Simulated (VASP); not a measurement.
Runs of VASP 6.6.1 on BaTe. All rows change the cell; the cell of one of them follows. Symmetry: R-3m, No. 166, trigonal system. Conventional cell: a = 6.003 Å, b = 6.003 Å, c = 6.958 Å, α = 90.00°, β = 90.00°, γ = 120.00°. Ba (site symmetry -3m) is surrounded by 8 Te at 3.48 to 3.65 Å. Te (site symmetry -3m) is surrounded by 8 Ba at 3.48 to 3.65 Å. The cell was built by a generator and needn't be a form met in nature.

| level | cell | smearing | gap on the mesh (eV) | pressure (GPa) |
| --- | --- | --- | --- | --- |
| PBE | shear_111 strain -5.4% | fermi-dirac 0.02 eV | 0.63 | 2.7 |
| PBE | uniaxial_x strain +0.3% | fermi-dirac 0.02 eV | (b) | 0.3 |
| r2SCAN | uniaxial_z strain -5.0% | gaussian 0.01 eV | 0.61 | 2.5 |
| PBE | uniaxial_z strain -5.0% | fermi-dirac 0.02 eV | 0.29 | (a) |

Alike in all rows: task single point; potentials or basis VASP PAW PBE potentials, release 64 (Ba_sv, Te); no spin polarisation; k mesh 6 × 6 × 6; cutoff (eV) 520.

Problem. Estimate the missing entries.

Solution. (a) 2.4; (b) 0.75.

Caveats: spin-orbit coupling is left out, which moves the levels of the heavy elements; the PAW data sets were made with another functional, which shifts forces and pressure a little (some runs).

A k mesh can miss the band edges, and the runs leave out spin-orbit coupling on Ba, Te.
